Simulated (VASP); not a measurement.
# NiO2 (P-3m1) in VASP: a series of runs

Runs on NiO2. Level: PBEsol. Tasks: single point.

Program: VASP 6.6.1. These are calculated values, not measurements. Logs are shortened: lines on timing, memory, paths and dates and some standing lists are left out, and cuts for length are marked.

### 1 Starting point

Symmetry: P-3m1, No. 164, trigonal system. Conventional cell: a = 2.799 Å, b = 2.799 Å, c = 4.618 Å, α = 90.00°, β = 90.00°, γ = 120.00°. Ni (site symmetry -3m) is surrounded by 6 O at 1.88 Å. Around O (site symmetry 3m) lie 3 Ni at 1.88 Å.

The cell comes from a database or a generator and needn't be the stable form of this composition.

### 2 Single point, PBEsol, collinear spin, ferromagnetic start

INCAR reads:

```
PREC = Accurate
ENCUT = 520
EDIFF = 1E-6
ISMEAR = 0
SIGMA = 0.02
LREAL = F
LASPH = T
NELM = 120
ALGO = Normal
ISIF = 2
LWAVE = F
LCHARG = F
ISPIN = 2
MAGMOM = 1 0 0
LORBIT = 11
LMAXMIX = 4
GGA = PS
NBANDS = 25
```

KPOINTS reads:

```
Automatic mesh
0
Gamma
  11 11 6
```

POSCAR reads:

```
NiO2
1.0
    2.7987818650      0.0000000000      0.0000000000
   -1.3993909325      2.4238161948      0.0000000000
    0.0000000000      0.0000000000      4.6182730000
Ni O
1 2
Direct
    0.0000000000      0.0000000000      0.5000000000
    0.3333333333      0.6666666667      0.2939610000
    0.6666666667      0.3333333333      0.7060390000
```

Potentials or basis: VASP PAW PBE potentials, release 64 (Ni_pv, O).

On the command line:

```sh
> cat potpaw_PBE.64/Ni_pv/POTCAR potpaw_PBE.64/O/POTCAR > POTCAR
> mpirun -np 1 vasp_std > vasp.out
```

OUTCAR:

```text
PREC = Accurate
   ENCUT = 520
   EDIFF = 1E-6
   ISMEAR = 0
   LREAL = F
   LASPH = T
   NELM = 120
   ISIF = 2
   ISPIN = 2
   LORBIT = 11
   GGA = PS

 ion  position               nearest neighbor table
   1  0.000  0.000  0.500-   2 1.88   3 1.88   3 1.88   2 1.88   3 1.88   2 1.88
   2  0.333  0.667  0.294-   1 1.88   1 1.88   1 1.88
   3  0.667  0.333  0.706-   1 1.88   1 1.88   1 1.88

  LATTYP: Found a hexagonal cell.
 ALAT       =     2.7987818650
 C/A-ratio  =     1.6501010878

  Lattice vectors:

 A1 = (   2.7987818650,   0.0000000000,   0.0000000000)
 A2 = (  -1.3993909325,   2.4238161948,   0.0000000000)
 A3 = (   0.0000000000,   0.0000000000,   4.6182730000)

Analysis of symmetry for initial positions (statically):
=====================================================================
 Subroutine PRICEL returns:
 Original cell was already a primitive cell.

 Routine SETGRP: Setting up the symmetry group for a
 hexagonal supercell.

 Subroutine GETGRP returns: Found 12 space group operations
 (whereof 12 operations were pure point group operations)
 out of a pool of 24 trial point group operations.

The static configuration has the point symmetry D_3d.

Analysis of symmetry for dynamics (positions and initial velocities):
=====================================================================
 Subroutine PRICEL returns:
 Original cell was already a primitive cell.

 Routine SETGRP: Setting up the symmetry group for a
 hexagonal supercell.

 Subroutine GETGRP returns: Found 12 space group operations
 (whereof 12 operations were pure point group operations)
 out of a pool of 24 trial point group operations.

The dynamic configuration has the point symmetry D_3d.

Analysis of structural, dynamic, and magnetic symmetry:
=====================================================================
 Subroutine PRICEL returns:
 Original cell was already a primitive cell.

 Routine SETGRP: Setting up the symmetry group for a
 hexagonal supercell.

 Subroutine GETGRP returns: Found 12 space group operations
 (whereof 12 operations were pure point group operations)
 out of a pool of 24 trial point group operations.

The overall configuration has the point symmetry D_3d.

 Subroutine INISYM returns: Found 12 space group operations
 (whereof 12 operations are pure point group operations),
 and found     1 'primitive' translations

----------------------------------------------------------------------------------------

                                     Primitive cell

  volume of cell :      31.3291

  direct lattice vectors                    reciprocal lattice vectors
     2.798781865  0.000000000  0.000000000     0.357298299  0.206286269  0.000000000
    -1.399390933  2.423816195  0.000000000     0.000000000  0.412572538  0.000000000
     0.000000000  0.000000000  4.618273000     0.000000000  0.000000000  0.216531158

  length of vectors
     2.798781865  2.798781865  4.618273000     0.412572538  0.412572538  0.216531158

  position of ions in fractional coordinates (direct lattice)
     0.000000000  0.000000000  0.500000000
     0.333333333  0.666666667  0.293961000
     0.666666667  0.333333333  0.706039000

  ion indices of the primitive-cell ions
   primitive index   ion index
                 1           1
                 2           2
                 3           3

----------------------------------------------------------------------------------------

 KPOINTS: Automatic mesh

Automatic generation of k-mesh.
 Grid dimensions read from file:
 generate k-points for:   11   11    6

 Generating k-lattice:

  Cartesian coordinates                     Fractional coordinates (reciprocal lattice)
     0.032481664  0.018753297  0.000000000     0.090909091  0.000000000  0.000000000
     0.000000000  0.037506594  0.000000000     0.000000000  0.090909091  0.000000000
     0.000000000  0.000000000  0.036088526     0.000000000  0.000000000  0.166666667

  Length of vectors
     0.037506594  0.037506594  0.036088526

  Shift w.r.t. Gamma in fractional coordinates (k-lattice)
     0.000000000  0.000000000  0.000000000

 Subroutine IBZKPT returns following result:
 ===========================================

 Found     84 irreducible k-points:

 Following reciprocal coordinates:
            Coordinates               Weight
  0.000000  0.000000  0.000000      1.000000
  0.090909  0.000000  0.000000      6.000000
  0.181818  0.000000  0.000000      6.000000
  0.272727  0.000000  0.000000      6.000000
  0.363636  0.000000  0.000000      6.000000
  0.454545  0.000000  0.000000      6.000000
[... 16 lines left out ...]
  0.000000  0.272727  0.166667      6.000000
  0.363636  0.000000  0.166667      6.000000
 [... further k-points ...]
   k-points           NKPTS =     84   k-points in BZ     NKDIM =     84   number of bands    NBANDS=     25
   number of dos      NEDOS =    301   number of ions     NIONS =      3
   total plane-waves  NPLWV =  20736
   dimension x,y,z NGX =    24 NGY =   24 NGZ =   36
   dimension x,y,z NGXF=    48 NGYF=   48 NGZF=   72
   ions per type =               1   2
   NGX,Y,Z   is equivalent  to a cutoff of  14.26, 14.26, 12.96 a.u.
   NGXF,Y,Z  is equivalent  to a cutoff of  28.51, 28.51, 25.92 a.u.
 SYSTEM =  unknown system
   PREC   = accura    normal or accurate (medium, high low for compatibility)
   ISTART =      0    job   : 0-new  1-cont  2-samecut
   ICHARG =      2    charge: 1-file 2-atom 10-const
   ISPIN  =      2    spin polarized calculation?
   LNONCOLLINEAR =      F non collinear calculations
   LSORBIT =      F    spin-orbit coupling
   LASPH  =      T    aspherical Exc in radial PAW
   ENCUT  =  520.0 eV  38.22 Ry    6.18 a.u.   5.20  5.20  8.59*2*pi/ulx,y,z
   NELM   =    120;   NELMIN=  2; NELMDL= -5     # of ELM steps
   EDIFF  = 0.1E-05   stopping-criterion for ELM
   LREAL  =      F    real-space projection
   EDIFFG = 0.1E-04   stopping-criterion for IOM
   NSW    =      0    number of steps for IOM
   IBRION =     -1    ionic relax: 0-MD 1-quasi-New 2-CG
   NFREE  =      0    steps in history (QN), initial steepest desc. (CG)
   ISIF   =      2    stress and relaxation
   ISYM   =      2    0-nonsym 1-usesym 2-fastsym
   POTIM  = 0.5000    time-step for ionic-motion
   TEBEG  =    0.0;   TEEND  =   0.0 temperature during run
   PSTRESS=    0.0 pullay stress
   NELECT =      28.0000    total number of electrons
   NUPDOWN=      -1.0000    fix difference up-down
   EMIN   =  10.00;   EMAX   =-10.00  energy-range for DOS
   EFERMI =   0.00;   METHOD = LEGACY
   ISMEAR =     0;   SIGMA  =   0.02  broadening in eV -4-tet -1-fermi 0-gaus
   EFERMI_NEDOS =   21; number of points for ismear=-14 and -15
   IALGO  =     38    algorithm
   IMIX   =      4    mixing-type and parameters
     AMIX     =   0.40;   BMIX     =  1.00
     AMIX_MAG =   1.60;   BMIX_MAG =  1.00
  volume/ion in A,a.u.               =      10.44        70.47
  Fermi-wavevector in a.u.,A,eV,Ry     =   1.576926  2.979959 33.833561  2.486697
  Thomas-Fermi vector in A             =   2.677686
   LORBIT       =     11    0 simple, 1 ext, 2 COOP (PROOUT), +10 PAW based schemes
   GGA     = PS    functional components
   LHFCALC =     F    Hartree Fock is set to
   AEXX    =    0.0000 exact exchange contribution
   IVDW    =     0    specifies the selected vdW correction
   LEPSILON=     F    determine dielectric tensor
   LRPA    =     F    only Hartree local field effects (RPA)
 spin polarized calculation
 Gauss-broadening in eV      SIGMA  =   0.02
  energy-cutoff  :      520.00
  volume of cell :       31.33
 maximum number of plane-waves:       856
 NGX is ok and might be reduce to    24
   NGX = 11   NGY = 11   NGZ = 17

 number of electron      28.0000014 magnetization      -0.0000687

 number of electron      28.0000014 magnetization       0.0000149

 Free energy of the ion-electron system (eV)
  ---------------------------------------------------
  ext. energy  EPLUGINS =         0.00000000
  ---------------------------------------------------
  free energy    TOTEN  =       -18.82077088 eV

  energy without entropy =      -18.82077088  energy(sigma->0) =      -18.82077088

 E-fermi :   2.2680     XC(G=0): -11.2190

 val. band max:        2.1244559643   @ k =   0.0909   0.0909   0.5000
 cond. band min:       2.9983758749   @ k =   0.2727   0.0000   0.3333
 fundamental gap:      0.8739199106
 Fermi energy:         2.2680064171

 spin component 1

 k-point     1 :       0.0000    0.0000    0.0000
  band No.  band energies     occupation
      1     -62.3714      1.00000
      2     -62.3714      1.00000
      3     -62.1198      1.00000
      4     -17.4607      1.00000
      5     -14.9876      1.00000
      6      -3.7014      1.00000
[... 17 lines left out ...]
     24      26.4225      0.00000
     25      26.4225      0.00000
[... 621 lines left out ...]
      3     -62.1143      1.00000
      4     -16.0776      1.00000
      5     -15.1729      1.00000
      6      -4.0273      1.00000
[... 17 lines left out ...]
     24      26.2828      0.00000
     25      27.4211      0.00000

 [... further k-points ...]

 spin component 2

 k-point     1 :       0.0000    0.0000    0.0000
  band No.  band energies     occupation
      1     -62.3712      1.00000
      2     -62.3712      1.00000
      3     -62.1197      1.00000
      4     -17.4608      1.00000
      5     -14.9877      1.00000
      6      -3.7015      1.00000
[... 17 lines left out ...]
     24      26.4224      0.00000
     25      26.4224      0.00000
[... 621 lines left out ...]
      3     -62.1142      1.00000
      4     -16.0776      1.00000
      5     -15.1729      1.00000
      6      -4.0274      1.00000
[... 17 lines left out ...]
     24      26.2828      0.00000
     25      27.4211      0.00000

 [... further k-points ...]

------------------------ aborting loop because EDIFF is reached ----------------------------------------

  FORCE on cell =-STRESS in cart. coord.  units (eV):
  Direction    XX          YY          ZZ          XY          YZ          ZX
  --------------------------------------------------------------------------------------
  -------------------------------------------------------------------------------------
  Total       -0.8378068     -0.8378068     -0.8308832      0.0000000      0.0000000     -0.0000000
  in kB      -42.8455893    -42.8455893    -42.4915171      0.0000000      0.0000000     -0.0000000
  external PRESSURE =     -42.7275653 kB  Pullay stress =       0.0000000 kB

 VOLUME and BASIS-vectors are now :
 -----------------------------------------------------------------------------
  energy-cutoff  :      520.00
  volume of cell :       31.33
      direct lattice vectors                 reciprocal lattice vectors
     2.798781865  0.000000000  0.000000000     0.357298299  0.206286269  0.000000000
    -1.399390933  2.423816195  0.000000000     0.000000000  0.412572538  0.000000000
     0.000000000  0.000000000  4.618273000     0.000000000  0.000000000  0.216531158

 POSITION                                       TOTAL-FORCE (eV/Angst)
 -----------------------------------------------------------------------------------
      0.00000      0.00000      2.30914         0.000000      0.000000      0.000000
     -0.00000      1.61588      1.35759         0.000000      0.000000      0.407567
      1.39939      0.80794      3.26068        -0.000000     -0.000000     -0.407567
 -----------------------------------------------------------------------------------
    total drift:                               -0.000000      0.000000      0.000000

  FREE ENERGIE OF THE ION-ELECTRON SYSTEM (eV)
  ---------------------------------------------------
  free  energy   TOTEN  =       -18.8207708823 eV

  energy  without entropy=      -18.8207708823  energy(sigma->0) =      -18.82077088

 total charge

# of ion       s       p       d       tot
------------------------------------------
    1        0.323   6.376   7.779  14.477
    2        1.589   3.309   0.000   4.897
    3        1.589   3.309   0.000   4.897
--------------------------------------------------
tot          3.500  12.994   7.779  24.272

 magnetization (x)

# of ion       s       p       d       tot
------------------------------------------
    1        0.000   0.000   0.000   0.000
    2        0.000  -0.000   0.000  -0.000
    3        0.000  -0.000   0.000  -0.000
--------------------------------------------------
tot          0.000  -0.000   0.000   0.000
```

Run time: 60 s. Hardware: 1 thread of Intel Xeon Platinum 8488C (Sapphire Rapids), shared host; peak memory 0.23 GiB.

What came out:

```
Free energy                                           : -18.8208 eV
Pressure                                              : -4.3 GPa
Largest force                                         : 0.408 eV/Å
Band gap on the k mesh                                : 0.87 eV, indirect (least direct gap 1.14 eV)
Net moment                                            : 0.00 μB per cell
Valence electrons inside the program's atomic spheres : Ni 14.48; O 4.90
```

Forces on the atoms (eV/Å):
```
Ni   0.000  0.000  0.000
O    0.000  0.000  0.408
O    0.000  0.000 -0.408
```

Caveat: the PAW data sets were made with another functional, which shifts forces and pressure a little; an odd mesh through Γ misses points on the zone boundary, where band edges often lie.

### 3 Single point, PBEsol, collinear spin, ferromagnetic start

run.py reads:

```python
from ase.calculators.vasp import Vasp
from ase.dft.bandgap import bandgap
from ase.io import read

atoms = read('NiO2.xyz')
atoms.set_initial_magnetic_moments([1.0, 0.0, 0.0])
calc = Vasp(
    directory='calc',
    xc='pbesol',
    pp='PBE',
    setups='materialsproject',
    prec='Accurate',
    encut=520,
    ediff=1e-06,
    ismear=0,
    sigma=0.02,
    lreal=False,
    lasph=True,
    nelm=120,
    algo='Fast',
    isif=2,
    lwave=False,
    lcharg=False,
    ispin=2,
    lorbit=11,
    lmaxmix=4,
    kpts=[11, 11, 6],
    gamma=True,
    nbands=25,
)
atoms.calc = calc

print('energy (eV):', atoms.get_potential_energy())
print('free energy (eV):', atoms.get_potential_energy(force_consistent=True))
print('forces (eV/A):')
print(atoms.get_forces())
print('stress (eV/A^3, Voigt):', atoms.get_stress())
print('Fermi level (eV):', calc.get_fermi_level())
print('moment (muB):', atoms.get_magnetic_moment())
print('site moments (muB):', atoms.get_magnetic_moments())
gap, top, bottom = bandgap(calc)
print('band gap (eV):', gap, 'from (spin, k, band)', top, 'to', bottom)
```

NiO2.xyz reads:

```xyz
3
Lattice="2.7987818650 0.0000000000 0.0000000000 -1.3993909325 2.4238161948 0.0000000000 0.0000000000 0.0000000000 4.6182730000" Properties=species:S:1:pos:R:3 pbc="T T T"
Ni     0.0000000000      0.0000000000      2.3091365000
O     -0.0000000001      1.6158774633      1.3575921494
O      1.3993909326      0.8079387315      3.2606808506
```

Potentials or basis: VASP PAW PBE potentials, release 64 (Ni_pv, O).

On the command line:

```sh
> python run.py
```

Run time: 75 s. Hardware: 1 thread of Intel Xeon Platinum 8488C (Sapphire Rapids), shared host; peak memory 0.22 GiB.

Results (log left out):

* Free energy: -18.8208 eV
* Pressure: -4.6 GPa
* Largest force: 0.408 eV/Å
* Band gap on the k mesh: 0.87 eV, indirect (least direct gap 1.14 eV)
* Net moment: 0.00 μB per cell
* Valence electrons inside the program's atomic spheres: Ni 14.48; O 4.90

Forces in eV/Å, atoms in the order of the input:
```
Ni   0.000  0.000  0.000
O    0.000  0.000  0.408
O    0.000  0.000 -0.408
```

Levels at points of the mesh, in eV from the valence-band top:
Spin up:
| k point | band 11 | band 12 | band 13 | band 14 | band 15 | band 16 | band 17 | band 18 |
| --- | --- | --- | --- | --- | --- | --- | --- | --- |
| (0.00, 0.00, 0.00) | -1.08 | -1.08 | -0.75 | -0.42 | 2.17 | 2.17 | 7.57 | 10.93 |
| (0.00, 0.00, 0.50) | -2.06 | -1.11 | -1.11 | -0.11 | 2.21 | 2.21 | 9.66 | 9.82 |
Spin down:
| k point | band 11 | band 12 | band 13 | band 14 | band 15 | band 16 | band 17 | band 18 |
| --- | --- | --- | --- | --- | --- | --- | --- | --- |
| (0.00, 0.00, 0.00) | -1.08 | -1.08 | -0.75 | -0.42 | 2.17 | 2.17 | 7.57 | 10.93 |
| (0.00, 0.00, 0.50) | -2.06 | -1.11 | -1.11 | -0.11 | 2.21 | 2.21 | 9.66 | 9.82 |

Caveat: the PAW data sets were made with another functional, which shifts forces and pressure a little; an odd mesh through Γ misses points on the zone boundary, where band edges often lie.
